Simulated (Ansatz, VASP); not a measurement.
# One calculation of Sb, two programs

```
Sb
1.0
     2.17722    1.25702    1.77622
    -2.17722    1.25702    1.77622
     0.00000   -2.51403    1.77622
Sb
1
Cartesian
  0.0000 0.0000 2.6643
```

Alike in both runs: functional PBE; k mesh 18 × 18 × 18; occupations gaussian, width 0.1 eV; no spin polarisation.

Ansatz relaxed the structure, and its values are those at the end. VASP's run is a single point on that final structure, the one shown.

|  | VASP | Ansatz |
| --- | --- | --- |
| version | VASP 6.6.1 | Ansatz 0.2.0 |
| potentials or method | VASP PAW PBE potentials, release 64 (Sb) | scalar-relativistic, plane waves, PAW |
| plane-wave cutoff (eV) | 520 | 420 |
| valence electrons in the cell | 5 | 15 |

```csv
,VASP,Ansatz,Ansatz less VASP
gap on the k mesh at the Fermi level (eV),none,none,-
pressure (GPa),1.8,1.8,+0.01
```

A gap of «none» marks a metal or a gap that the smearing closes. With one functional, cell and mesh, what is left measures potentials, basis and numerics. The two sets of potentials don't hold the same shells in valence.

The runs have no spin-orbit coupling, so splittings on Sb are missing.
